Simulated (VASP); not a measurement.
**CdS in VASP 6.6.1, single-point calculation**

INCAR

```
LREAL = .FALSE.
NBANDS = 26
LCHARG = .FALSE.
IBRION = -1
NELM = 120
NSW = 0
LDAUU = 3.0 0
ISIF = 2
SIGMA = 0.02
LMAXMIX = 4
EDIFF = 1E-7
LDAUTYPE = 2
LWAVE = .FALSE.
GGA = PE
ENCUT = 520
PREC = Accurate
LDAUL = 2 -1
LASPH = .TRUE.
ISMEAR = -1
LDAUJ = 0 0
LDAU = .TRUE.
```

KPOINTS

```
KPOINTS created by Atomic Simulation Environment
0
Gamma
6 6 4
0 0 0
```

POSCAR

```
Cd S
 1.0000000000000000
     4.6404183262138199    0.0000000000000000    0.0000000000000000
    -2.3202091631069099    4.0187201546880322    0.0000000000000000
     0.0000000000000000    0.0000000000000000    6.0504691820999996
 Cd  S
   2   2
Cartesian
  0.0000000000000000  2.6791467697920215  1.5126172955249999
  2.3202091631069099  1.3395733848960107  4.5378518865749999
  2.3202091631069099  1.3395733848960107  1.5126172955249999
  0.0000000000000000  2.6791467697920215  4.5378518865749999
```

The recommended PBE PAW datasets give the neutral cell 36 valence electrons.

Command

```
mpirun -np 1 vasp_std
```

Task: Predict the outcome of this run.

Result: It converged. Results: gap between bands v and c on the k mesh 0.69 eV; least direct gap on the k mesh 0.76 eV; pressure -5.5 GPa. Band v is the last that the valence electrons fill when counted band by band, and c is the next.

OSZICAR

```
N       E                     dE             d eps       ncg     rms          rms(c)
DAV:   1     0.245731789136E+03    0.24573E+03   -0.17419E+04  1092   0.125E+03
DAV:   2     0.226144626709E+01   -0.24347E+03   -0.23555E+03  1252   0.302E+02
DAV:   3    -0.117353029497E+02   -0.13997E+02   -0.13924E+02  1272   0.752E+01
DAV:   4    -0.118865601086E+02   -0.15126E+00   -0.15113E+00  1222   0.767E+00
DAV:   5    -0.118890642795E+02   -0.25042E-02   -0.25040E-02  1304   0.975E-01    0.807E+00
DAV:   6    -0.107124967003E+02    0.11766E+01   -0.22122E+00  1114   0.119E+01    0.686E+00
DAV:   7    -0.107060120584E+02    0.64846E-02   -0.50886E-01  1156   0.380E+00    0.366E+00
DAV:   8    -0.107115914062E+02   -0.55793E-02   -0.33586E-02  1184   0.161E+00    0.529E-01
DAV:   9    -0.107116956408E+02   -0.10423E-03   -0.61551E-03  1212   0.693E-01    0.141E-01
DAV:  10    -0.107123252183E+02   -0.62958E-03   -0.99669E-04  1142   0.227E-01    0.859E-02
DAV:  11    -0.107124699588E+02   -0.14474E-03   -0.16712E-04  1152   0.673E-02    0.250E-02
DAV:  12    -0.107124708966E+02   -0.93778E-06   -0.12426E-05  1278   0.207E-02    0.233E-02
DAV:  13    -0.107124746452E+02   -0.37486E-05   -0.74296E-06  1126   0.165E-02    0.752E-03
DAV:  14    -0.107124744650E+02    0.18020E-06   -0.38236E-07  1138   0.479E-03    0.293E-03
DAV:  15    -0.107124744637E+02    0.13756E-08   -0.48313E-08   824   0.114E-03
   1 F= -.10712474E+02 E0= -.10712474E+02  d E =-.689597E-09
```

For comparison, a separate PBE run of the intended cell, on usual settings and not on those above, gives a gap of 0.57 eV on its mesh and a pressure of -5.4 GPa.
